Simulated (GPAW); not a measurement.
**Ge in GPAW: convergence with plane-wave cutoff (eV)**

Ge:

```
CELL_PARAMETERS angstrom
2.71047 0.00000 0.00000
0.00000 2.71047 0.00000
0.00000 0.00000 2.71047
ATOMIC_POSITIONS crystal
Ge 0.00000 0.00000 0.00000
```

The cell was built by a generator and needn't be a form met in nature.

```yaml
Program: GPAW 26.7.0
Task: elastic constants
Functional: r2SCAN
Potentials_or_basis: GPAW PAW data sets (gpaw-data 1.2.1)
Cutoff: 240 eV
Basis: pw
k_mesh: 10 × 10 × 10
Occupations: fermi-dirac, width 0.05 eV
Spin: no spin polarisation
```

These are the settings of the first run; the series varies plane-wave cutoff (eV), with any setting tied to it.

Hardware: 1 thread of AMD EPYC 7R13 Processor (Zen 3) (shared host).

| plane-wave cutoff (eV) | energy less the tightest run, at zero smearing (meV/atom) | SCF cycles | CPU time (s) | peak memory (GiB) |
| --- | --- | --- | --- | --- |
| 240 | -2.09 | 16 | 140 | 0.36 |
| 300 | -2.61 | 16 | 150 | 0.33 |
| 370 | 2.85 | 16 | 170 | 0.35 |
| 450 | 2.41 | 16 | 190 | 0.36 |
| 530 | 2.43 | 16 | 200 | 0.39 |
| 600 | 1.30 | 16 | 250 | 0.41 |
| 720 | 0.00 | 16 | 380 | 0.47 |

Not settled before the last step: the energy (to 1 meV/atom). The tightest run that finished is the yardstick and may itself not be fully converged.

Caveat, for the tightest run too: the density grid can change from cell to cell, which puts small steps into energies and stress; elastic constants of metals need much finer meshes, so these are rough.
